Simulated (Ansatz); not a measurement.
**AlCo (Pm-3m), an elastic constant from a strain scan**

The calculation used DFT PBE, scalar-relativistic, plane waves, PAW in Ansatz. Cutoff 420 eV, Γ-centred 22×22×22 k-points, Gaussian smearing of 0.15 eV. No spin polarisation. A magnetic state may lie lower. Energies are free energies at this smearing, counted from the undisturbed cell; pressure is positive in compression.

The undisturbed cell (relaxed at this level; it needn't be the usual structure):

```
Al Co
1.0
     2.85190    0.00000    0.00000
     0.00000    2.85190    0.00000
     0.00000    0.00000    2.85190
Al Co
1 1
Cartesian
  0.0000 0.0000 0.0000
  1.4260 1.4260 1.4260
```

The cell is strained by ε times the Voigt pattern (1, 0, 0, 0, 0, 0) (xx, yy, zz, yz, xz, xy; engineering shear) with fractional coordinates fixed. The cell holds 2 atoms in V0 = 23.20 Å³. The stress column is τ = (1/V0) dE/dε, got from the stress tensor σ (compression positive) at each point as −det(1 + εP) σ : P(1 + εP)⁻¹, with P the pattern as a tensor.

| ε | ΔE (meV/atom) | τ (GPa) |
| --- | --- | --- |
| -0.1000 | 145.919 | -46.634 |
| -0.0750 | 75.901 | -31.250 |
| -0.0500 | 31.170 | -18.604 |
| -0.0250 | 7.184 | -8.265 |
| 0.0000 | 0.000 | -0.034 |
| 0.0250 | 5.777 | 6.112 |
| 0.0500 | 21.311 | 10.887 |
| 0.0750 | 44.688 | 14.829 |
| 0.0875 | 58.899 | 16.552 |
| 0.1000 | ? | ? |

Q: Which combination of elastic constants does this scan measure, and how large is it?

A: For small ε, τ = τ0 + Kε with K = pᵀCp, which for this pattern is C11 in the cubic axes. The parabola through τ at ε = -0.0250, 0 and 0.0250 has slope K = 288 GPa at zero. The energies per cell, E = NΔE, of the same two points give K = 2[E(ε₊)/ε₊ − E(ε₋)/ε₋]/[(ε₊ − ε₋)V0] = 286 GPa, in agreement.

Q: Predict the withheld row at ε = 0.1000 from the harmonic law, and compare.

A: ΔE = V0(τ0 ε + Kε²/2)/N = 103.823 meV/atom and τ = 28.72 GPa. The calculation gives 74.600 meV/atom and 18.13 GPa: the energy lies 28 % below the harmonic value, as bonds soften when stretched.

In a metal these slopes depend on the k mesh and the smearing.